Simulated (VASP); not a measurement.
BaS:

```
Ba S
1.0
     3.83376    0.00000    0.00000
     0.00000    3.83376    0.00000
     0.00000    0.00000    3.85063
Ba S
1 1
Direct
  0.00000 0.00000 0.00000
  0.50000 0.50000 0.50000
```

The cell was built by a generator and needn't be a form met in nature.

The cell isn't the ideal one: uniaxial_z strain +0.4%.

Base run:

| Property | Result |
| --- | --- |
| Program | VASP 6.6.1 |
| Functional | r2SCAN |
| Potentials or basis | VASP PAW PBE potentials, release 64 (Ba_sv, S) |
| Cutoff | 520 eV |
| k mesh | 6 × 6 × 6 |
| Occupations | gaussian, width 0.01 eV |
| Spin | no spin polarisation |

Its results: band gap on the k mesh 1.80 eV, indirect (least direct gap 1.91 eV); pressure 0.7 GPa.

Question: The run is repeated on the same cell with these changes: functional from r2SCAN to HSE06; k mesh from 6 × 6 × 6 to 4 × 4 × 4. What comes out?

Answer: Band gap on the k mesh 2.33 eV, indirect (least direct gap 2.46 eV); pressure 0.2 GPa.

Several settings changed at once, so the effect can't be laid on one alone.

Caveats: the PAW data sets were made with another functional, which shifts forces and pressure a little; spin-orbit coupling is left out, which moves the levels of the heavy elements.

A k mesh can miss the band edges.
